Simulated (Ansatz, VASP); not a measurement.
# Pd in VASP and in Ansatz

```
Pd
1.0
     0.00000    1.94650    1.94650
     1.94650    0.00000    1.94650
     1.94650    1.94650    0.00000
Pd
1
Direct
  0.00000 0.00000 0.00000
```

Alike in both runs: task relaxation of cell and atoms; functional PBE; k mesh 18 × 18 × 18; occupations gaussian, width 0.1 eV; no spin polarisation.

|  | VASP | Ansatz |
| --- | --- | --- |
| version | VASP 6.6.1 | Ansatz 0.2.0 |
| potentials or method | VASP PAW PBE potentials, release 64 (Pd) | scalar-relativistic, plane waves, PAW |
| plane-wave cutoff (eV) | 600 | 420 |
| valence electrons in the cell | 10 | 18 |

|  | VASP | Ansatz | Ansatz less VASP |
| --- | --- | --- | --- |
| gap on the k mesh at the Fermi level, each at its own relaxed structure (eV) | none | none | - |
| relaxed volume (Å³/atom) | 15.28 | 15.32 | +0.039 |
| relaxed cell length with the largest relative difference (Å) | 2.785 | 2.788 | +0.0024 |
| energy change over the relaxation (meV/atom) | -11 | -12 | -1.3 |

A gap of «none» marks a metal or a gap that the smearing closes. The two sets of potentials don't hold the same shells in valence.

PBE usually gives volumes a little too large and moduli too small. Zero-point motion and thermal expansion aren't in these numbers.
